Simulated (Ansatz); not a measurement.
## BeS, space group F-43m: a breakdown of dispersion, smearing and cutoff terms

Computed with Ansatz 0.2.0 through its Python package.

Script `bes_terms.py`:
```python
# -*- coding: utf-8 -*-
"""Dispersion, smearing and cutoff parts of the energy of BeS."""

import ansatz
from ase import Atoms

atoms = Atoms(
    ["Be", "S"],
    scaled_positions=[
        (0.0, 0.0, 0.0),
        (0.25, 0.25, 0.25),
    ],
    cell=[
        (0.0, 2.425, 2.425),
        (2.425, 0.0, 2.425),
        (2.425, 2.425, 0.0),
    ],
    pbc=True,
)
crystal = ansatz.Crystal.from_ase(atoms)

model = (
    crystal.calculation()
    .kpoints(mesh=(4, 4, 4), center="monkhorst-pack")
    .occupations("cold")
    .scf(self_checks="low")
)
with_term = model.functional("pbe", dispersion="d4").basis(380).cutoff_correction(630).run(threads=1, backend="cpu").report
without = model.functional("pbe").basis(380).run(threads=1, backend="cpu").report
finer = model.functional("pbe").basis(630).run(threads=1, backend="cpu").report
removed = ansatz.free_energy_without(with_term, ansatz.EnergyTerm.DISPERSION)
print(f"dispersion term            {with_term['components']['e_disp']:.5f} eV")
print(f"F less dispersion          {removed:.5f} eV, run without it {without['free_energy_ev']:.5f} eV")
print(f"F less smearing term       {ansatz.free_energy_without(without, ansatz.EnergyTerm.SMEARING):.5f} eV")
print(f"estimated gain to 630 eV   {with_term['cutoff_correction']['energy_ev']:.5f} eV, found {finer['free_energy_ev'] - without['free_energy_ev']:.5f} eV")
```

```console
$ python bes_terms.py
DeckWarning: basis.ecutwfc = 380 eV is below the records' recommended 420 eV, and the density's cutoff is lower with it unless basis.ecutrho_ratio is high enough to keep the records' density cutoff: compare with a run at a higher cutoff
DeckWarning: crystal.symmetry: narrowed to the stabiliser of the k-point mesh — unitary ops 24 → 6; excluded 18 operations that carry a point of the 4×4×4 mesh (shift [0.5, 0.5, 0.5]) off the mesh [...]
dispersion term            -0.52684 eV
F less dispersion          -996.96269 eV, run without it -996.96269 eV
F less smearing term       -996.96269 eV
estimated gain to 630 eV   -0.00099 eV, found -0.00101 eV
```
(Warnings from the package without file and line, shortened.)

Notes:
- These settings explore the input space; cutoff and mesh may be short of convergence.
- The cutoff lies under the one recommended for these potentials in some of the runs.
- The k-point mesh is coarse, and energy and stress weren't tested for convergence.
- Of the deposited cell: the entry's cell lengths or inner coordinates differ somewhat from later room-temperature determinations.
- The structure is a deposited one; some such entries were measured under pressure or heat, so a shift against it needn't be the functional's error alone.
- Wall time of the script: 1.4 s on 1 thread of Arm Neoverse V2 (shared host), peak memory 0.33 GiB.

(A comment or docstring line of the script was reworded after the run, the code is as it ran; lines on the test bed's own set-up are left out of the output.)
